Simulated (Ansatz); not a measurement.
**Pt(111) with 4 layers of random Pt-Au, 2x2: scattering by chemical disorder**

Aim: the residual resistivity of a random alloy, from Pt(111) with 4 layers of random Pt-Au, 2x2 and longer regions.

Program: Ansatz 0.2.0. Level of theory: Ansatz plane-wave DFT, PBE, PAW files; ballistic transport by layer matching (Landauer), zero bias; PAW set soft_1. Results are calculated unless marked as measured.

Most raw output is cut from this account.

## Step 1: Starting point

The cell holds 40 atoms: 32 Pt and 8 Au. Cell: a = 5.546 Å, b = 5.546 Å, c = 22.699 Å, α = 93.5°, β = 86.5°, γ = 120.0°. It derives from Pt. Regions: lead, 24 atoms (24 Pt); scattering region, 16 atoms (8 Au and 8 Pt). The structure is stacked along c, and the current runs across the ab planes.

## Step 2: With 4 alloy layers

In 4 layers a share of 0.5 of the sites is given to Au at random. The layers about the cell's end stay perfect and serve as the lead. Disorder leaves little or no symmetry, which makes such runs dear. Energies from -0.05 to 0.05 eV in steps of 0.05 eV are too few for the program's thermal sum, so it prints no conductance; for a metal the transmission near the Fermi level serves, at a fraction of the cost.

input.yaml

```yaml
crystal:
  lattice:
    - [5.5462627489, 0.0, 0.0]
    - [-2.7731313745, 4.8032044366, 0.0]
    - [1.3865656872, -0.8005340728, 22.6425228571]
  atoms:
    - { symbol: Pt, position: [0.9916666667, 0.0083333333, 0.05] }
    - { symbol: Pt, position: [0.9916666667, 0.5083333333, 0.05] }
    - { symbol: Pt, position: [0.4916666667, 0.0083333333, 0.05] }
    - { symbol: Pt, position: [0.4916666667, 0.5083333333, 0.05] }
    - { symbol: Pt, position: [0.1416666667, 0.3583333333, 0.15] }
    - { symbol: Pt, position: [0.1416666667, 0.8583333333, 0.15] }
    - { symbol: Pt, position: [0.6416666667, 0.3583333333, 0.15] }
    - { symbol: Pt, position: [0.6416666667, 0.8583333333, 0.15] }
[... 28 atom lines left out ...]
    - { symbol: Pt, position: [0.8416666667, 0.1583333333, 0.95] }
    - { symbol: Pt, position: [0.8416666667, 0.6583333333, 0.95] }
    - { symbol: Pt, position: [0.3416666667, 0.1583333333, 0.95] }
    - { symbol: Pt, position: [0.3416666667, 0.6583333333, 0.95] }
kpoints:
  mp_grid: { grid: [5, 5, 1] }
hamiltonian:
  xc: pbe
  pseudopotentials: { kind: paw, azcp: { folder: soft_1 } }
scf:
  occupations: { method: fermi_dirac, width: 0.1 }
output:
  transmission:
    leads: [[0, 4]]
    kmesh: [10, 10]
    e_range: [-0.05, 0.05]
    de: 0.05
  write_potential: true
  write_density: true
  volumetric_format: npy
```

Started as:

```sh
$ ansatz run input.yaml --threads 8 --pin off --max-ram 15360MiB --backend cpu --events-out ev --progress --plain --runs-dir out
```

Wall time 2.3 min (8 threads of Intel Xeon 6975P-C (Granite Rapids), shared host); peak memory 9.3 GiB; 14 min of CPU time.

Numbers from this step:

| Item | Value |
| --- | --- |
| free energy | -505997.5110 eV |
| energy at zero smearing | -505996.6031 eV |
| Fermi energy | 23.44 eV |
| cell area | 26.64 Å² |
| transmission per spin nearest the Fermi level | 2.730 |
| open channels per spin nearest the Fermi level | 6.89 |
| step of the lead's potential | 20.7 meV |

Per spin. The transmission, zone mean by energy, zero at the Fermi level:

| energy (eV) | transmission, zone mean |
| --- | --- |
| -0.0500 | 2.75 |
| 0.0000 | 2.73 |
| 0.0500 | 2.63 |

Per spin. The open channels, zone mean, lead by energy, zero at the Fermi level:

| energy (eV) | open channels, zone mean, lead |
| --- | --- |
| -0.0500 | 7.1 |
| 0.0000 | 6.89 |
| 0.0500 | 6.21 |

Transmission over k1 and k2. At 0.0000 eV from the Fermi level.

Ten even steps from '_' (1.60) to '@' (3.65):
```
++========**==::==::
--==++++**##++====++
==****@@++@@##++==--
******++**++--**++**
******%%**__**%%****
****++**--++**++****
==--==++##@@++@@****
--++====++##**++++==
++::==::==**========
==++==============++
```
Columns: k1 (b1) from -0.5 to 0.4; rows upwards: k2 (b2) from -0.5 to 0.4.

Open channels over k1 and k2. At 0.0000 eV from the Fermi level.

Ten even steps from '0' (3.0) to '9' (10.0):
```
9744479101
4475574400
4458185441
9451881549
9778828877
9945188154
4144581854
4004475574
9101974447
9944999449
```
Columns: k1 (b1) from -0.5 to 0.4; rows upwards: k2 (b2) from -0.5 to 0.4.

Over the solved energies the transmission per spin lies between 2.63 and 2.75, out of 6.73 channels of the lead on average (up to 7.1).

## Step 3: With 8 alloy layers

In 8 layers a share of 0.5 of the sites is given to Au at random. A fresh draw is used; the growth of the resistance with length is what counts.

System of this step: Pt(111) with 8 layers of random Pt-Au, 2x2. The cell holds 56 atoms: 40 Pt and 16 Au. Cell: a = 5.546 Å, b = 5.546 Å, c = 31.740 Å, α = 87.5°, β = 92.5°, γ = 120.0°. It derives from Pt. Regions: lead, 24 atoms (24 Pt); scattering region, 32 atoms (16 Pt and 16 Au). The structure is stacked along c, and the current runs across the ab planes.

input.yaml

```yaml
crystal:
  lattice:
    - [5.5462627489, 0.0, 0.0]
    - [-2.7731313745, 4.8032044366, 0.0]
    - [-1.3865656872, 0.8005340728, 31.6995319999]
  atoms:
    - { symbol: Pt, position: [0.005952381, 0.994047619, 0.0357142857] }
    - { symbol: Pt, position: [0.005952381, 0.494047619, 0.0357142857] }
    - { symbol: Pt, position: [0.505952381, 0.994047619, 0.0357142857] }
    - { symbol: Pt, position: [0.505952381, 0.494047619, 0.0357142857] }
    - { symbol: Pt, position: [0.1845238095, 0.3154761905, 0.1071428571] }
    - { symbol: Pt, position: [0.1845238095, 0.8154761905, 0.1071428571] }
    - { symbol: Pt, position: [0.6845238095, 0.3154761905, 0.1071428571] }
    - { symbol: Pt, position: [0.6845238095, 0.8154761905, 0.1071428571] }
[... 44 atom lines left out ...]
    - { symbol: Pt, position: [0.3273809524, 0.1726190476, 0.9642857143] }
    - { symbol: Pt, position: [0.3273809524, 0.6726190476, 0.9642857143] }
    - { symbol: Pt, position: [0.8273809524, 0.1726190476, 0.9642857143] }
    - { symbol: Pt, position: [0.8273809524, 0.6726190476, 0.9642857143] }
kpoints:
  mp_grid: { grid: [5, 5, 1] }
hamiltonian:
  xc: pbe
  pseudopotentials: { kind: paw, azcp: { folder: soft_1 } }
scf:
  occupations: { method: fermi_dirac, width: 0.1 }
output:
  transmission:
    leads: [[0, 4]]
    kmesh: [10, 10]
    e_range: [-0.05, 0.05]
    de: 0.05
  write_potential: true
  write_density: true
  volumetric_format: npy
```

Run time: 5.1 min. Hardware: 8 threads; peak memory 8.9 GiB; 32 min of CPU time.

Numbers from this step:

```yaml
free_energy: -711402.4788 eV
energy_at_zero_smearing: -711401.3556 eV
fermi_energy: 23.47 eV
transmission_per_spin_nearest_the_fermi_level: 1.872
open_channels_per_spin_nearest_the_fermi_level: 6.85
step_of_the_lead_s_potential: 13.6 meV
```

Per spin. Table of transmission, zone mean by energy, zero at the Fermi level:

| energy (eV) | transmission, zone mean |
| --- | --- |
| -0.0500 | 1.89 |
| 0.0000 | 1.87 |
| 0.0500 | 1.96 |

Over the solved energies the transmission per spin lies between 1.87 and 1.96, out of 6.73 channels of the lead on average (up to 7.14).

## Step 4: With 12 alloy layers

In 12 layers a share of 0.5 of the sites is given to Au at random. A fresh draw is used; the growth of the resistance with length is what counts.

System of this step: Pt(111) with 12 layers of random Pt-Au, 2x2. The cell holds 72 atoms: 48 Pt and 24 Au. Cell: a = 5.546 Å, b = 5.546 Å, c = 40.757 Å, α = 90.0°, β = 90.0°, γ = 120.0°. It derives from Pt. Regions: lead, 24 atoms (24 Pt); scattering region, 48 atoms (24 Au and 24 Pt). The structure is stacked along c, and the current runs across the ab planes.

input.yaml

```yaml
crystal:
  lattice:
    - [5.5462627489, 0.0, 0.0]
    - [-2.7731313745, 4.8032044366, 0.0]
    - [0.0, 0.0, 40.7565411427]
  atoms:
    - { symbol: Pt, position: [0.0, 0.0, 0.0277777778] }
    - { symbol: Pt, position: [0.0, 0.5, 0.0277777778] }
    - { symbol: Pt, position: [0.5, 0.0, 0.0277777778] }
    - { symbol: Pt, position: [0.5, 0.5, 0.0277777778] }
    - { symbol: Pt, position: [0.1666666667, 0.3333333333, 0.0833333333] }
    - { symbol: Pt, position: [0.1666666667, 0.8333333333, 0.0833333333] }
    - { symbol: Pt, position: [0.6666666667, 0.3333333333, 0.0833333333] }
    - { symbol: Pt, position: [0.6666666667, 0.8333333333, 0.0833333333] }
[... 60 atom lines left out ...]
    - { symbol: Pt, position: [0.3333333333, 0.1666666667, 0.9722222222] }
    - { symbol: Pt, position: [0.3333333333, 0.6666666667, 0.9722222222] }
    - { symbol: Pt, position: [0.8333333333, 0.1666666667, 0.9722222222] }
    - { symbol: Pt, position: [0.8333333333, 0.6666666667, 0.9722222222] }
kpoints:
  mp_grid: { grid: [5, 5, 1] }
hamiltonian:
  xc: pbe
  pseudopotentials: { kind: paw, azcp: { folder: soft_1 } }
scf:
  occupations: { method: fermi_dirac, width: 0.1 }
output:
  transmission:
    leads: [[0, 4]]
    kmesh: [10, 10]
    e_range: [-0.05, 0.05]
    de: 0.05
  write_potential: true
  write_density: true
  volumetric_format: npy
```

The job ended after 7.3 min (8 threads; peak memory 8.8 GiB; 49 min of CPU time).

Numbers from this step:

```
free energy                                    : -916807.3840 eV
energy at zero smearing                        : -916806.0484 eV
Fermi energy                                   : 23.48 eV
transmission per spin nearest the Fermi level  : 1.627
open channels per spin nearest the Fermi level : 6.89
step of the lead's potential                   : 21.6 meV
```

Per spin. Table of transmission, zone mean by energy, zero at the Fermi level:

| energy (eV) | transmission, zone mean |
| --- | --- |
| -0.0500 | 1.66 |
| 0.0000 | 1.63 |
| 0.0500 | 1.62 |

Over the solved energies the transmission per spin lies between 1.62 and 1.66, out of 6.71 channels of the lead on average (up to 7.04).

## Step 5: Resistance against length

This step: Ansatz plane-wave DFT, PBE, PAW files; ballistic transport by layer matching (Landauer), zero bias; residual resistivity from the slope of the area resistance, atoms on the host's lattice; PAW set soft_1 (Ansatz 0.2.0).

This step gave:

```
resistivity           : 45.72 µΩ cm
intercept             : 0.3860 fΩ m²
scatter about the fit : 0.05393 fΩ m²
```

Resistance, by row:

| run | length (Å) | T | channels N | RA (fΩ m²) |
| --- | --- | --- | --- | --- |
| n4 | 9.057 | 2.702 | 6.733 | 0.7619 |
| n8 | 18.11 | 1.909 | 6.733 | 1.29 |
| n12 | 27.17 | 1.636 | 6.713 | 1.59 |

Area resistance against length of the alloy:

| length of the alloy (Å) | area resistance (fΩ m²) |
| --- | --- |
| 9.06 | 0.762 |
| 18.11 | 1.29 |
| 27.17 | 1.59 |

The area resistance goes from 0.76 to 1.6 fΩ m² between 9.1 and 27.2 Å, a slope of 46 µΩ cm.

By hand from the end points: (1.59 − 0.7619) fΩ m² / (27.17 − 9.06) Å = 46 µΩ cm, since 1 fΩ m² per Å is 1000 µΩ cm.

## Step 6: Summary of results

```yaml
resistivity_from_the_slope: 45.7 µΩ cm
area_resistance_over_9p06_a: 0.762 fΩ m²
area_resistance_over_18p1_a: 1.29 fΩ m²
area_resistance_over_27p2_a: 1.59 fΩ m²
```

What this shows: The slope gives 46 µΩ cm. The points scatter by 0.054 fΩ m² about the line, with one random draw a length in a 2x2 cell, so the slope is a rough value. Read with a model of isotropic scattering on a spherical Fermi surface and the lead's 2.0×10¹⁵ S/m², this slope means a mean free path near 8.4 Å (a rough figure, since the alloy's own channel count differs); over these lengths the model's slope is within 3 % of its bulk resistivity. The atoms sit on the host's lattice, so scattering by size misfit is left out. Spin-orbit coupling is left out, which matters for Au and Pt.

[Logs are printed without paths, hosts, clocks, repeated set-up lines and the standing remarks that a program may print on its own settings, such as how far it seeks lower states.]

[Hosts, paths, dates, database ids (printed as entryN), source tags and the programs' standing remarks are cut or masked in the printed files.]
